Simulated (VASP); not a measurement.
A run of VASP 6.6.1:

The input INCAR:

```
PREC = Accurate ; ENCUT = 600
EDIFF = 1E-6 ; ISMEAR = 0
SIGMA = 0.03 ; LREAL = F
LASPH = T ; NELM = 80
ALGO = Normal ; ISIF = 3
LWAVE = F ; LCHARG = F
GGA = PS ; IBRION = 2
NSW = 90 ; EDIFFG = -0.01
```

The input KPOINTS:

```
regular mesh
0
Gamma
  8 8 8
```

Contents of POSCAR:

```
TePb
1.0
    0.0000000000      3.2310000000      3.2310000000
    3.2310000000      0.0000000000      3.2310000000
    3.2310000000      3.2310000000      0.0000000000
Te Pb
1 1
Direct
    0.5000000000      0.5000000000      0.5000000000
    0.0000000000      0.0000000000      0.0000000000
```

Potentials or basis: VASP PAW PBE potentials, release 64 (Te, Pb_d).

Command:

```console
$ cat potpaw_PBE.64/Te/POTCAR potpaw_PBE.64/Pb_d/POTCAR > POTCAR
$ mpirun -np 1 vasp_std > vasp.out
```

Hardware: 1 thread of Intel(R) Xeon(R) Platinum 8488C (Sapphire Rapids), on a shared host.

**Question.** How long does it take, and how much memory?

**Answer.** Wall time 82 s on 1 thread of Intel(R) Xeon(R) Platinum 8488C (Sapphire Rapids), on a shared host, peak memory 0.25 GiB. Counts: scf iterations 24, k points 29, ion steps 3.
